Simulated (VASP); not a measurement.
# Be (P6_3/mmc) in VASP: notebook

Aim: see how the results for Be move with the level of theory and the settings. Levels: PBE, r2SCAN. Tasks: relaxation of cell and atoms.

Everything below comes from runs of VASP 6.6.1. Logs are shortened: lines on timing, memory, paths and dates and some standing lists are left out, and cuts for length are marked.

**1. The structure**

Symmetry: P6_3/mmc, No. 194, hexagonal system. The conventional cell has a = 2.070 Å, b = 2.070 Å, c = 3.302 Å, α = 90.00°, β = 90.00°, γ = 120.00°. Around Be (site symmetry -6m2) lie 12 Be at 2.04 to 2.07 Å.

**2. Relaxation of cell and atoms, PBE, target pressure 47.9 GPa, at which the enthalpy is minimised**

INCAR

```
  PREC = Accurate
  ENCUT = 600
  EDIFF = 1E-7
  ISMEAR = 1
  SIGMA = 0.1
  LREAL = F
  LASPH = T
  NELM = 80
  ALGO = Normal
  ISIF = 3
  LWAVE = F
  LCHARG = F
  GGA = PE
  IBRION = 2
  NSW = 90
  EDIFFG = -0.005
  PSTRESS = 479.0
```

KPOINTS

```
Automatic mesh
0
Gamma
  18 18 10
```

POSCAR

```
Be                                      
1.0
    2.0704460372      0.0000000000      0.0000000000
   -1.0352230186      1.7930588654      0.0000000000
    0.0000000000     -0.0000000000      3.3016932318
  Be            
     2
Direct
     0.3333333332999970    0.6666666667000030    0.2500000000000000
     0.6666666667000030    0.3333333332999970    0.7500000000000000
```

Potentials or basis: VASP PAW PBE potentials, release 64 (Be).

Run with:

```bash
cat potpaw_PBE.64/Be/POTCAR > POTCAR
mpirun -np 1 vasp_std > vasp.out
```

OUTCAR:

```text
PREC = Accurate
   ENCUT = 600
   EDIFF = 1E-7
   ISMEAR = 1
   LREAL = F
   LASPH = T
   NELM = 80
   ISIF = 3
   GGA = PE
   IBRION = 2
   NSW = 90
   EDIFFG = -0.005
   PSTRESS = 479.0

 ion  position               nearest neighbor table
   1  0.333  0.667  0.250-   2 2.04   2 2.04   2 2.04   2 2.04   2 2.04   2 2.04
   2  0.667  0.333  0.750-   1 2.04   1 2.04   1 2.04   1 2.04   1 2.04   1 2.04

  LATTYP: Found a hexagonal cell.
 ALAT       =     2.0704460372
 C/A-ratio  =     1.5946772688

  Lattice vectors:

 A1 = (   2.0704460372,   0.0000000000,   0.0000000000)
 A2 = (  -1.0352230186,   1.7930588654,   0.0000000000)
 A3 = (   0.0000000000,   0.0000000000,   3.3016932318)

Analysis of symmetry for initial positions (statically):
=====================================================================
 Subroutine PRICEL returns:
 Original cell was already a primitive cell.

 Routine SETGRP: Setting up the symmetry group for a
 hexagonal supercell.

 Subroutine GETGRP returns: Found 24 space group operations
 (whereof 12 operations were pure point group operations)
 out of a pool of 24 trial point group operations.

The static configuration has the point symmetry D_3d.
 The point group associated with its full space group is D_6h.

Analysis of symmetry for dynamics (positions and initial velocities):
=====================================================================
 Subroutine PRICEL returns:
 Original cell was already a primitive cell.

 Routine SETGRP: Setting up the symmetry group for a
 hexagonal supercell.

 Subroutine GETGRP returns: Found 24 space group operations
 (whereof 12 operations were pure point group operations)
 out of a pool of 24 trial point group operations.

The dynamic configuration has the point symmetry D_3d.
 The point group associated with its full space group is D_6h.

 Subroutine INISYM returns: Found 24 space group operations
 (whereof 12 operations are pure point group operations),
 and found     1 'primitive' translations

----------------------------------------------------------------------------------------

                                     Primitive cell

  volume of cell :      12.2573

  direct lattice vectors                    reciprocal lattice vectors
     2.070446037  0.000000000  0.000000000     0.482987715  0.278853087  0.000000000
    -1.035223019  1.793058865  0.000000000     0.000000000  0.557706174  0.000000000
     0.000000000  0.000000000  3.301693232     0.000000000  0.000000000  0.302874898

  length of vectors
     2.070446037  2.070446037  3.301693232     0.557706174  0.557706174  0.302874898

  position of ions in fractional coordinates (direct lattice)
     0.333333333  0.666666667  0.250000000
     0.666666667  0.333333333  0.750000000

  ion indices of the primitive-cell ions
   primitive index   ion index
                 1           1
                 2           2

----------------------------------------------------------------------------------------

 KPOINTS: Automatic mesh

Automatic generation of k-mesh.
 Grid dimensions read from file:
 generate k-points for:   18   18   10

 Generating k-lattice:

  Cartesian coordinates                     Fractional coordinates (reciprocal lattice)
     0.026832651  0.015491838  0.000000000     0.055555556  0.000000000  0.000000000
     0.000000000  0.030983676  0.000000000     0.000000000  0.055555556  0.000000000
     0.000000000  0.000000000  0.030287490     0.000000000  0.000000000  0.100000000

  Length of vectors
     0.030983676  0.030983676  0.030287490

  Shift w.r.t. Gamma in fractional coordinates (k-lattice)
     0.000000000  0.000000000  0.000000000

 Subroutine IBZKPT returns following result:
 ===========================================

 Found    222 irreducible k-points:

 Following reciprocal coordinates:
            Coordinates               Weight
  0.000000  0.000000  0.000000      1.000000
  0.055556  0.000000  0.000000      6.000000
  0.111111  0.000000  0.000000      6.000000
  0.166667  0.000000  0.000000      6.000000
  0.222222  0.000000  0.000000      6.000000
  0.277778  0.000000  0.000000      6.000000
[... 16 lines left out ...]
  0.333333  0.111111  0.000000     12.000000
  0.388889  0.111111  0.000000     12.000000
 [... further k-points ...]
   k-points           NKPTS =    222   k-points in BZ     NKDIM =    222   number of bands    NBANDS=      6
   number of dos      NEDOS =    301   number of ions     NIONS =      2
   total plane-waves  NPLWV =   9072
   dimension x,y,z NGX =    18 NGY =   18 NGZ =   28
   dimension x,y,z NGXF=    36 NGYF=   36 NGZF=   56
   ions per type =               2
   NGX,Y,Z   is equivalent  to a cutoff of  14.45, 14.45, 14.10 a.u.
   NGXF,Y,Z  is equivalent  to a cutoff of  28.91, 28.91, 28.20 a.u.
 SYSTEM =  unknown system
   PREC   = accura    normal or accurate (medium, high low for compatibility)
   ISTART =      0    job   : 0-new  1-cont  2-samecut
   ICHARG =      2    charge: 1-file 2-atom 10-const
   ISPIN  =      1    spin polarized calculation?
   LNONCOLLINEAR =      F non collinear calculations
   LSORBIT =      F    spin-orbit coupling
   LASPH  =      T    aspherical Exc in radial PAW
   ENCUT  =  600.0 eV  44.10 Ry    6.64 a.u.   4.14  4.14  6.59*2*pi/ulx,y,z
   NELM   =     80;   NELMIN=  2; NELMDL= -5     # of ELM steps
   EDIFF  = 0.1E-06   stopping-criterion for ELM
   LREAL  =      F    real-space projection
   EDIFFG = -.5E-02   stopping-criterion for IOM
   NSW    =     90    number of steps for IOM
   IBRION =      2    ionic relax: 0-MD 1-quasi-New 2-CG
   NFREE  =      1    steps in history (QN), initial steepest desc. (CG)
   ISIF   =      3    stress and relaxation
   ISYM   =      2    0-nonsym 1-usesym 2-fastsym
   POTIM  = 0.5000    time-step for ionic-motion
   TEBEG  =    0.0;   TEEND  =   0.0 temperature during run
   PSTRESS=  479.0 pullay stress
   NELECT =       4.0000    total number of electrons
   NUPDOWN=      -1.0000    fix difference up-down
   EMIN   =  10.00;   EMAX   =-10.00  energy-range for DOS
   EFERMI =   0.00;   METHOD = LEGACY
   ISMEAR =     1;   SIGMA  =   0.10  broadening in eV -4-tet -1-fermi 0-gaus
   EFERMI_NEDOS =   21; number of points for ismear=-14 and -15
   IALGO  =     38    algorithm
   IMIX   =      4    mixing-type and parameters
     AMIX     =   0.40;   BMIX     =  1.00
     AMIX_MAG =   1.60;   BMIX_MAG =  1.00
  volume/ion in A,a.u.               =       6.13        41.36
  Fermi-wavevector in a.u.,A,eV,Ry     =   1.127102  2.129913 17.284273  1.270358
  Thomas-Fermi vector in A             =   2.263786
   LORBIT       =      0    0 simple, 1 ext, 2 COOP (PROOUT), +10 PAW based schemes
   GGA     = PE    functional components
   LHFCALC =     F    Hartree Fock is set to
   AEXX    =    0.0000 exact exchange contribution
   IVDW    =     0    specifies the selected vdW correction
   LEPSILON=     F    determine dielectric tensor
   LRPA    =     F    only Hartree local field effects (RPA)
 conjugate gradient relaxation of ions
 non-spin polarized calculation
 Methfessel and Paxton  Order N= 1 SIGMA  =   0.10
  energy-cutoff  :      600.00
  volume of cell :       12.26
 maximum number of plane-waves:       424
 NGX is ok and might be reduce to    18
   NGX =  9   NGY =  9   NGZ = 13

 number of electron       4.0000000 magnetization

 Free energy of the ion-electron system (eV)
  ---------------------------------------------------
  ext. energy  EPLUGINS =         0.00000000
  ---------------------------------------------------
  free energy    TOTEN  =        -7.08641168 eV

  energy without entropy =       -7.08619127  energy(sigma->0) =       -7.08633821

 E-fermi :   9.4941     XC(G=0): -11.4750

 val. band max:        9.4859546335   @ k =   0.3333   0.2778   0.3000
 cond. band min:       9.5354852365   @ k =   0.3333   0.2778   0.2000
 fundamental gap:      0.0495306030
 Fermi energy:         9.4940673982

 k-point     1 :       0.0000    0.0000    0.0000
  band No.  band energies     occupation
      1      -3.4643      2.00000
      2       3.7242      2.00000
      3      11.1838     -0.00000
      4      29.1187      0.00000
      5      29.1187      0.00000
      6      32.4329      0.00000

 k-point     2 :       0.0556    0.0000    0.0000
  band No.  band energies     occupation
      1      -3.3677      2.00000
      2       3.8642      2.00000
      3      11.1891     -0.00000
      4      28.1979      0.00000
      5      28.3799      0.00000
      6      32.4833      0.00000

 k-point     3 :       0.1111    0.0000    0.0000
  band No.  band energies     occupation
      1      -3.0775      2.00000
      2       4.2838      2.00000
      3      11.1989     -0.00000
      4      25.9986      0.00000
      5      26.9570      0.00000
      6      32.5499      0.00000

 k-point     4 :       0.1667    0.0000    0.0000
  band No.  band energies     occupation
      1      -2.5926      2.00000
      2       4.9819      2.00000
      3      11.1862     -0.00000
      4      23.3638      0.00000
      5      25.4824      0.00000
      6      32.2898      0.00000

 k-point     5 :       0.2222    0.0000    0.0000
  band No.  band energies     occupation
      1      -1.9123      2.00000
      2       5.9562      2.00000
      3      11.0734     -0.00000
      4      20.8369      0.00000
      5      24.1425      0.00000
      6      29.8612      0.00000
[... 136 lines left out ...]
 k-point    21 :       0.2222    0.1111    0.0000
  band No.  band energies     occupation
      1      -0.7365      2.00000
      2       7.6171      2.00000
      3      10.8671     -0.00000
      4      17.7942      0.00000
      5      21.3691      0.00000
      6      26.9214      0.00000

 k-point    22 :       0.2778    0.1111    0.0000
  band No.  band energies     occupation
      1       0.3355      2.00000
      2       9.1229      2.00000
      3      10.1171     -0.00000
      4      16.3847      0.00000
      5      20.2056      0.00000
      6      24.0109      0.00000

 k-point    23 :       0.3333    0.1111    0.0000
  band No.  band energies     occupation
      1       1.5776      2.00000
      2       8.7745      2.00000
      3      10.8654     -0.00000
      4      15.9281      0.00000
      5      19.1275      0.00000
      6      21.1416      0.00000

 k-point    24 :       0.3889    0.1111    0.0000
  band No.  band energies     occupation
      1       2.8980      2.00000
      2       7.2088      2.00000
      3      12.7473      0.00000
      4      16.1234      0.00000
      5      18.1835      0.00000
      6      18.5474      0.00000

 [... further k-points ...]

------------------------ aborting loop because EDIFF is reached ----------------------------------------

  FORCE on cell =-STRESS in cart. coord.  units (eV):
  Direction    XX          YY          ZZ          XY          YZ          ZX
  --------------------------------------------------------------------------------------
  -------------------------------------------------------------------------------------
  Total        3.6691534      3.6691534      3.6694519      0.0000000     -0.0000000      0.0000000
  in kB      479.6023146    479.6023146    479.6413248      0.0000000     -0.0000000      0.0000000
  external PRESSURE =       0.6153180 kB  Pullay stress =     479.0000000 kB

 VOLUME and BASIS-vectors are now :
 -----------------------------------------------------------------------------
  energy-cutoff  :      600.00
  volume of cell :       12.26
      direct lattice vectors                 reciprocal lattice vectors
     2.070446037  0.000000000  0.000000000     0.482987715  0.278853087  0.000000000
    -1.035223019  1.793058865  0.000000000     0.000000000  0.557706174  0.000000000
     0.000000000  0.000000000  3.301693232     0.000000000  0.000000000  0.302874898

 POSITION                                       TOTAL-FORCE (eV/Angst)
 -----------------------------------------------------------------------------------
     -0.00000      1.19537      0.82542        -0.000000     -0.000000      0.000000
      1.03522      0.59769      2.47627         0.000000      0.000000      0.000000
 -----------------------------------------------------------------------------------
    total drift:                                0.000000     -0.000000      0.000000

  FREE ENERGIE OF THE ION-ELECTRON SYSTEM (eV)
  ---------------------------------------------------
  free  energy   TOTEN  =        -7.0864116846 eV

  energy  without entropy=       -7.0861912674  energy(sigma->0) =       -7.08633821

  enthalpy is  TOTEN    =        -3.4218662233 eV   P V=        3.6645454613

 reached required accuracy - stopping structural energy minimisation
```

Wall time 16 s (1 thread of AMD EPYC 7R43 (Zen 3), shared host); peak memory 0.1 GiB.

What came out:

```
Free energy             : -7.0864 eV
Pressure after relaxing : 48.0 GPa
Band gap on the k mesh  : none (metal or under the smearing width)
```

Final structure:
```xyz
2
Lattice="2.0704 0.0000 0.0000 -1.0352 1.7931 0.0000 0.0000 0.0000 3.3017" Properties=species:S:1:pos:R:3 pbc="T T T"
Be    0.0000    1.1954    0.8254
Be    1.0352    0.5977    2.4763
```

Levels at points of the mesh, in eV from the Fermi level:
| k point | band 1 | band 2 | band 3 | band 4 | band 5 | band 6 |
| --- | --- | --- | --- | --- | --- | --- |
| (0.00, 0.00, 0.00) | -12.96 | -5.77 | 1.69 | 19.62 | 19.62 | 22.94 |
| (0.50, 0.00, 0.00) | -6.17 | -3.51 | 4.09 | 7.23 | 8.32 | 11.43 |
| (0.00, 0.00, 0.50) | -10.65 | -10.65 | 12.40 | 12.40 | 21.61 | 21.61 |
| (0.50, 0.00, 0.50) | -4.62 | -4.62 | 2.34 | 2.34 | 14.52 | 14.52 |

Caveat: the relaxation stopped at its first step, so nothing moved; the cell is relaxed towards a set pressure, so the enthalpy falls and the energy may rise.

**3. Relaxation of cell and atoms, r2SCAN**

This run uses another cell than the first one, of 8.11 Å³/atom, 1.323 times its volume.

INCAR

```
SYSTEM = Be
ALGO = Normal ; EDIFF = 1E-6
EDIFFG = -0.01 ; ENCUT = 600
IBRION = 2 ; ISIF = 3
ISMEAR = 1 ; LASPH = .True.
LCHARG = .False. ; LMIXTAU = .True.
LREAL = .False. ; LWAVE = .False.
METAGGA = R2SCAN ; NELM = 80
NSW = 90 ; PREC = Accurate
SIGMA = 0.1
```

KPOINTS

```
k-points
0
Gamma
  18 18 10
  0 0 0
```

POSCAR

```
Be
1.0
    2.2853000000      0.0000000000      0.0000000000
   -1.1426500000      1.9791278553      0.0000000000
    0.0000000000      0.0000000000      3.5842000000
Be
2
Direct
    0.3333333333      0.6666666667      0.2500000000
    0.6666666667      0.3333333333      0.7500000000
```

Potentials or basis: VASP PAW PBE potentials, release 64 (Be).

Run with:

```bash
cat potpaw_PBE.64/Be/POTCAR > POTCAR
mpirun -np 1 vasp_std > vasp.out
```

Run time: 1.7 min. Hardware: 1 thread of Intel Xeon Platinum 8488C (Sapphire Rapids), shared host; peak memory 0.14 GiB.

Results (log left out):

```yaml
Free_energy: -8.6772 eV
Relaxed_volume: 7.92 Å³/atom
Relaxed_cell: a = 2.260 Å, b = 2.260 Å, c = 3.578 Å, α = 90.00°, β = 90.00°, γ = 120.00°
Space_group_after_relaxing_to_0.05_Å: P6_3/mmc (No. 194)
Energy_gained_by_relaxing: 2.2 meV/atom
Ionic_steps: 3
Pressure_after_relaxing: 0.0 GPa
Band_gap_on_the_k_mesh: none (metal or under the smearing width)
```

Step by step:
```
step  energy change (eV)  largest force (eV/Å)  pressure (GPa)  volume (Å³)
   1              0.0000                0.0000           -2.78        16.21
   2             -0.0044                0.0000           -0.43        15.88
   3             -0.0045                0.0000           -0.04        15.83
```

Final structure:
```cif
data_structure
_symmetry_space_group_name_H-M 'P 1'
_symmetry_Int_Tables_number 1
_cell_length_a 2.2603
_cell_length_b 2.2603
_cell_length_c 3.5785
_cell_angle_alpha 90.000
_cell_angle_beta 90.000
_cell_angle_gamma 120.000
_cell_volume 15.83
loop_
_atom_site_label
_atom_site_type_symbol
_atom_site_fract_x
_atom_site_fract_y
_atom_site_fract_z
_atom_site_occupancy
Be1 Be 0.33333 0.66667 0.25000 1
Be2 Be 0.66667 0.33333 0.75000 1
```

Levels at points of the mesh, in eV from the Fermi level:
```tsv
k point	band 1	band 2	band 3	band 4	band 5
(0.00, 0.00, 0.00)	-12.43	-5.00	0.76	17.24	17.24
(0.50, 0.00, 0.00)	-5.57	-3.54	3.72	6.55	6.93
(0.00, 0.00, 0.50)	-10.11	-10.11	11.03	11.03	19.02
(0.50, 0.00, 0.50)	-4.05	-4.05	1.37	1.37	12.85
```

Caveat: the PAW data sets were made with another functional, which shifts forces and pressure a little.

**4. Relaxation of cell and atoms, r2SCAN**

This run uses another cell than the first one, of 7.92 Å³/atom, 1.292 times its volume.

INCAR: that of step 3 with these lines changed.

```diff
@@ -1,4 +1,4 @@
 SYSTEM = Be
-ALGO = Normal ; EDIFF = 1E-6
-EDIFFG = -0.01 ; ENCUT = 600
+ALGO = Normal ; EDIFF = 1E-7
+EDIFFG = -0.005 ; ENCUT = 600
 IBRION = 2 ; ISIF = 3
```

KPOINTS is that of step 3.

POSCAR

```
Be                                      
1.0
    2.2603393329     -0.0000000000      0.0000000000
   -1.1301696665      1.9575112835     -0.0000000000
    0.0000000000      0.0000000000      3.5784552336
  Be            
     2
Direct
     0.3333333332999970    0.6666666667000030    0.2500000000000000
     0.6666666667000030    0.3333333332999970    0.7500000000000000
```

Run with:

```bash
cat potpaw_PBE.64/Be/POTCAR > POTCAR
mpirun -np 1 vasp_std > vasp.out
```

Wall time 62 s (1 thread of Intel Xeon Platinum 8488C (Sapphire Rapids), shared host); peak memory 0.14 GiB.

The run converged. Its results:

- Free energy: -8.6772 eV
- Pressure after relaxing: 0.0 GPa
- Band gap on the k mesh: none (metal or under the smearing width)

Final structure:
```cif
data_structure
_symmetry_space_group_name_H-M 'P 1'
_symmetry_Int_Tables_number 1
_cell_length_a 2.2603
_cell_length_b 2.2603
_cell_length_c 3.5785
_cell_angle_alpha 90.000
_cell_angle_beta 90.000
_cell_angle_gamma 120.000
_cell_volume 15.83
loop_
_atom_site_label
_atom_site_type_symbol
_atom_site_fract_x
_atom_site_fract_y
_atom_site_fract_z
_atom_site_occupancy
Be1 Be 0.33333 0.66667 0.25000 1
Be2 Be 0.66667 0.33333 0.75000 1
```

Levels at points of the mesh, in eV from the Fermi level:
```csv
k point,band 1,band 2,band 3,band 4,band 5,band 6
"(0.00, 0.00, 0.00)",-12.43,-5.00,0.76,17.24,17.24,20.24
"(0.50, 0.00, 0.00)",-5.57,-3.54,3.72,6.55,6.93,10.09
"(0.00, 0.00, 0.50)",-10.11,-10.11,11.03,11.03,19.02,19.02
"(0.50, 0.00, 0.50)",-4.05,-4.05,1.37,1.37,12.85,12.85
```

Caveat: the relaxation stopped at its first step, so nothing moved; the PAW data sets were made with another functional, which shifts forces and pressure a little.
